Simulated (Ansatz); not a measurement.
# ZrB2: response to strain

ZrB2 is deformed so: equal xx and yy strain of +1 %. What stress and forces result, by LAPW, PAW and all-electron datasets made for the crystal?

Program: Ansatz 0.2.0. Level of theory: DFT PBE, scalar-relativistic. These are calculated values, not measurements.

### Step 1. The system as given

It takes space group P6/mmm (No. 191, hexagonal). Conventional cell: a = 3.165 Å, b = 3.165 Å, c = 3.520 Å, α = 90.00°, β = 90.00°, γ = 120.00°. Zr (site symmetry 6/mmm) has 12 B at 2.54 Å as nearest neighbours. B (site symmetry -6m2) is surrounded by 3 B at 1.83 Å and 6 Zr at 2.54 Å.

As a file:

```
Zr B
1.0
     3.16500    0.00000    0.00000
    -1.58250    2.74097    0.00000
     0.00000    0.00000    3.52000
Zr B
1 2
Direct
  0.00000 0.00000 0.00000
  0.33333 0.66667 0.50000
  0.66667 0.33333 0.50000
```

Atoms are numbered in the order of the input: Zr1, B2, B3.

### Step 2. After the deformation

Space group P6/mmm before, P6/mmm after.

### Step 3. All-electron LAPW

The input, input.yaml:

```yaml
crystal:
  lattice:
    - [3.1966498238, 0.0, 0.0]
    - [-1.5983249119, 2.7683799544, 0.0]
    - [0.0, 0.0, 3.52]
  atoms:
    - { symbol: Zr, position: [0.0, 0.0, 0.0] }
    - { symbol: B, position: [0.3333333333, 0.6666666667, 0.5] }
    - { symbol: B, position: [0.6666666667, 0.3333333333, 0.5] }
kpoints:
  mp_grid: { grid: [12, 12, 9] }
  band_path:
    path:
      - [0.0, 0.0, 0.0]
      - [0.5, 0.0, 0.0]
      - [0.3333333333, 0.3333333333, 0.0]
      - [0.0, 0.0, 0.0]
      - [0.0, 0.0, 0.5]
      - [0.5, 0.0, 0.5]
      - [0.3333333333, 0.3333333333, 0.5]
      - [0.0, 0.0, 0.5]
      - [0.5, 0.0, 0.5]
    npoints: 5
scf:
  occupations: { method: fermi_dirac, width: 0.05 }
hamiltonian:
  xc: pbe
  pseudopotentials: { kind: all_electron, lapw: { basis_error: 0.001 } }
output:
  forces: true
  stress: true
  eigenvalues: true
```

Launch:

```
$ ansatz run input.yaml --threads 1 --pin off --max-ram 6144MiB --backend cpu --events-out ev --progress --plain --runs-dir out
```

### Step 4. Frozen-core PAW

The input, input.yaml:

```yaml
crystal:
  lattice:
    - [3.1966498238, 0.0, 0.0]
    - [-1.5983249119, 2.7683799544, 0.0]
    - [0.0, 0.0, 3.52]
  atoms:
    - { symbol: Zr, position: [0.0, 0.0, 0.0] }
    - { symbol: B, position: [0.3333333333, 0.6666666667, 0.5] }
    - { symbol: B, position: [0.6666666667, 0.3333333333, 0.5] }
kpoints:
  mp_grid: { grid: [12, 12, 9] }
scf:
  occupations: { method: fermi_dirac, width: 0.05 }
hamiltonian:
  xc: pbe
  pseudopotentials: { kind: paw }
output:
  forces: true
  stress: true
  eigenvalues: true
  efg: { contact_densities: true }
  write_density: true
  write_potential: true
  elf: true
  volumetric_format: npy
```

### Step 5. Datasets made for this crystal

Changes to input.yaml since step 4:

```diff
@@ -15,3 +15,3 @@
   xc: pbe
-  pseudopotentials: { kind: paw }
+  pseudopotentials: { kind: all_electron, datasets: crystal }
 output:
@@ -21,5 +21 @@
   efg: { contact_densities: true }
-  write_density: true
-  write_potential: true
-  elf: true
-  volumetric_format: npy
```

(Steps that only read results are left out.)

Before running it: what results should come out? Wanted: pressure; largest shear or deviatoric stress.

As calculated:

| quantity | value |
| --- | --- |
| pressure | LAPW -2.45, PAW -2.49, crystal datasets -2.45 GPa |
| largest shear or deviatoric stress (LAPW) | 3.50 GPa |

The largest part of the stress beyond the pressure is 3.50 GPa in size, in the zz component; the atoms are carried along and not relaxed. No run of the undeformed cell stands beside it, so the pressure holds what the given cell had before the change. PAW: stress within 0.07 GPa of LAPW. Crystal datasets: stress within 0.01 GPa of LAPW.
